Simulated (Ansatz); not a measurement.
CuAu: what symmetry allows forces and stress to be

```
CELL_PARAMETERS angstrom
2.63290 0.00000 0.00000
0.00000 2.63290 0.00000
0.00000 0.00000 3.67117
ATOMIC_POSITIONS crystal
Cu 0.50000 0.50000 0.49183
Au 0.00000 0.00000 0.00817
```

Theory: Ansatz, DFT PBE, scalar-relativistic, plane waves, PAW.

Plane waves to 420 eV, a k mesh through Γ of 14×14×10 on the computed 2-atom cell and Gaussian smearing (0.10 eV); no spin polarisation.

This distorted cell has space group P4mm, with 8 operations.

Question: Without a calculation: in which directions can each atom feel a force?

Answer: A force must be left unchanged by every operation that keeps its atom in place, so it lies in the space that those operations leave fixed. Atoms that the group maps onto each other feel forces of one size.
```json
{"atom": "Cu1", "site symmetry": "4mm", "operations at the site": "8", "equivalent to atom": "1", "allowed force (Cartesian)": "along (0.00, 0.00, 1.00)"}
{"atom": "Au2", "site symmetry": "4mm", "operations at the site": "8", "equivalent to atom": "2", "allowed force (Cartesian)": "along (0.00, 0.00, 1.00)"}
```

That leaves 2 independent force components of 6, tied by 1 condition that the forces sum to zero, so 1 remains. A relaxation in this cell that keeps the symmetry moves the atoms in these directions alone.

Question: And the stress tensor?

Answer: It must be invariant under the point group, which leaves 2 independent components: yz, xz, xy vanish; xx = yy.

Question: Do the computed values obey this?

Answer: Yes. Forces (eV/Å):
```
Cu1  0.000  0.000  0.769
Au2  0.000  0.000 -0.769
```

Stress (GPa, compression positive, xx yy zz yz xz xy): 41.01 41.01 32.33 0.00 0.00 0.00. The program imposes the same operations on density, forces and stress, so this confirms the analysis and is no independent test of the calculation.

Spin–orbit coupling is left out, which can shift energies with elements as heavy as these.